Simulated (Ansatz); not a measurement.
An Ansatz input for SiC

```yaml
crystal:
  lattice:
    - [3.076, 0.0, 0.0]
    - [-1.538, 2.663894142, 0.0]
    - [0.0, 0.0, 5.048]
  atoms:
    - { symbol: Si, position: [0.3333333333, 0.6666666667, 0.0] }
    - { symbol: Si, position: [0.6666666667, 0.3333333333, 0.5] }
    - { symbol: C, position: [0.3333333333, 0.6666666667, 0.385] }
    - { symbol: C, position: [0.6666666667, 0.3333333333, 0.885] }
kpoints:
  mp_grid: { grid: [16, 16, 9] }
scf:
  occupations: { method: fermi_dirac, width: 0.02 }
  max_iter: 3
hamiltonian:
  xc: pbe
  pseudopotentials: { kind: paw }
output:
  forces: true
  stress: true
  populations: true
  efg: { contact_densities: true }
```

```sh
ansatz run input.yaml --threads 1 --pin off --max-ram 3072MiB --backend cpu --events-out ev --progress --plain --runs-dir out
```

(1) Does this calculation finish, and if not, why?

## Answers

(1) The calculation stopped without meeting its thresholds. The input holds a cap of too few SCF iterations. The program says:

```
Error: did not converge after 3 iterations: dr2 = 2.44e-5 (threshold 1.00e-7), under the density mixer `msr1`, which `scf.mixing.algorithm: auto` chose by the deck's other keys (type `scf.mixing.algorithm: msr1` to keep it); raise `scf.max_iter`, which need not help a stalled SCF, or adjust the mixing (`scf.mixing`) or, under a smearing, its width (`scf.occupations.width`, in either direction: another width is another result) …
```

```
SCF iter   1: F=—  HF=-1774.266360 eV  |F-HF|=—  |Δ(HF+E_count)|=         —  Δρ=2.31e-3  dr2=2.35e-3  ethr=1.77e-3  ⟨swp⟩=3.7  Hψ=22730  notcnv=0
preconditioner: auto → none  [insulator: Δε(μ)=2.361 eV  Ē_g=11.907 eV  σ=0.020 eV  W_gap=1.00  n_scr=2 (ndim 8)  ℏωp=23.1 eV  f_vac=0.000  D(μ)=0.00/eV (n_scr^D=0)  ε∞_Penn≈4.8]
SCF iter   2: F=—  HF=-1774.266043 eV  |F-HF|=—  |Δ(HF+E_count)|=   3.17e-4  Δρ=8.19e-4  dr2=1.39e-4  ethr=1.47e-5  ⟨swp⟩=2.4  Hψ=10959  notcnv=0
SCF iter   3: F=—  HF=-1774.266081 eV  |F-HF|=—  |Δ(HF+E_count)|=   3.75e-5  Δρ=3.74e-4  dr2=2.44e-5  ethr=8.71e-7  ⟨swp⟩=2.1  Hψ=9265  notcnv=0
```

Against a sound input the change was `scf.max_iter`: not typed → 3.

With the sound settings the run converges and gives V_zz (10²¹ V/m²) Si 1.68 (η 0.00), C 0.24 (η 0.00). At this cell the principal stresses reach 5 GPa in size with PBE, which can matter for small gradients. The largest force is 0.8 eV/Å, so the atoms aren't at the calculated equilibrium and relaxing them would move these values.
